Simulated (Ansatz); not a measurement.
Input and command of a plane-wave DFT calculation in Ansatz:

```yaml
crystal:
  lattice:
    - [0.1130100367, 2.2319482243, 2.2319482243]
    - [2.2319482243, 0.1130100367, 2.2319482243]
    - [2.2319482243, 2.2319482243, 0.1130100367]
  atoms:
    - { symbol: Si, position: [0.0, 0.0, 0.0] }
    - { symbol: C, position: [0.75, 0.75, 0.75] }
basis:
  ecutwfc: 420
kpoints:
  mp_grid: { grid: [12, 12, 12] }
hamiltonian:
  xc: pbe
scf:
  occupations: { method: gaussian, width: 0.05 }
output:
  forces: true
  stress: true
  eigenvalues: true
  write_density: true
  write_potential: true
  elf: true
  volumetric_format: npy
```

```bash
ansatz run input.yaml --threads 1 --pin off --max-ram 2560MiB --backend cpu --events-out ev --progress --plain --runs-dir out
```

Processor: Arm Neoverse V1, 1 thread, on a host shared with other jobs.

**Question.** Estimate time, memory and problem size.

**Answer.** About 5.2 s on 1 thread of Arm Neoverse V1, with other jobs on the host, peak memory 0.32 GiB. It solves 8 bands at 189 k points (the mesh reduced by symmetry) with about 399 plane waves, in 6 SCF iterations.
